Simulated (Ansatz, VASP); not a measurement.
## SiC: VASP beside Ansatz

File POSCAR:

```
SiC
1.0
    3.0751950059      0.0000000000      0.0000000000
   -1.5375975029      2.6631969967      0.0000000000
    0.0000000000      0.0000000000      5.0481668544
Si C
2 2
Direct
    0.3333333333      0.6666666667      0.0046028828
    0.6666666667      0.3333333333      0.5046028828
    0.3333333333      0.6666666667      0.3803971172
    0.6666666667      0.3333333333      0.8803971172
```

INCAR.step1

```
SYSTEM = SiC
PREC = Accurate
ENCUT = 520
ISMEAR = 0
SIGMA = 0.05
LREAL = .False.
LASPH = .True.
NELM = 60
NBANDS = 16
GGA = PE
ALGO = Normal
EDIFF = 1E-4
LWAVE = .True.
LCHARG = .False.
```

INCAR.step2

```
SYSTEM = SiC
PREC = Accurate
ENCUT = 520
EDIFF = 1E-7
ISMEAR = 0
SIGMA = 0.05
LREAL = .False.
LASPH = .True.
NELM = 60
ALGO = Normal
ISIF = 2
LWAVE = .False.
LCHARG = .False.
METAGGA = R2SCAN
LMIXTAU = .True.
NBANDS = 16
ISTART = 1
```

File KPOINTS:

```
regular mesh
0
Gamma
  12 12 6
  0 0 0
```

Input for Ansatz:

```yaml
crystal:
  lattice:
    - [3.0751950059, 0.0, 0.0]
    - [-1.5375975029, 2.6631969967, 0.0]
    - [0.0, 0.0, 5.0481668544]
  atoms:
    - { symbol: Si, position: [0.3333333333, 0.6666666667, 0.0046028828] }
    - { symbol: Si, position: [0.6666666667, 0.3333333333, 0.5046028828] }
    - { symbol: C, position: [0.3333333333, 0.6666666667, 0.3803971172] }
    - { symbol: C, position: [0.6666666667, 0.3333333333, 0.8803971172] }
basis:
  ecutwfc: 500
kpoints:
  mp_grid: { grid: [12, 12, 6] }
hamiltonian:
  xc: r2scan
scf:
  occupations: { method: gaussian, width: 0.05 }
output:
  forces: true
  stress: true
  eigenvalues: true
  write_density: true
  write_potential: true
  elf: true
  volumetric_format: npy
```

Alike in both runs: task single point; functional r2SCAN; k mesh 12 × 12 × 6; occupations gaussian, width 0.05 eV; no spin polarisation.

|  | VASP | Ansatz |
| --- | --- | --- |
| version | VASP 6.6.1 | Ansatz 0.2.0 |
| potentials or method | VASP PAW PBE potentials, release 64 (Si, C) | scalar-relativistic, plane waves, PAW |
| plane-wave cutoff (eV) | 520 | 500 |
| valence electrons in the cell | 16 | 16 |

|  | VASP | Ansatz | Ansatz less VASP |
| --- | --- | --- | --- |
| gap on the k mesh at the Fermi level (eV) | 2.66 | 2.65 | -0.007 |
| least direct gap on the mesh (eV) | 4.48 | 4.48 | -0.009 |
| pressure (GPa) | -0.2 | 0.0 | +0.18 |

The functional is the same, so the differences come from potentials, cutoffs and numerics.

Caveats: the PAW data sets were made with another functional, which shifts forces and pressure a little (VASP). A k mesh can miss the band edges. r2SCAN opens gaps a little over a GGA but as a rule still falls short of measured ones.
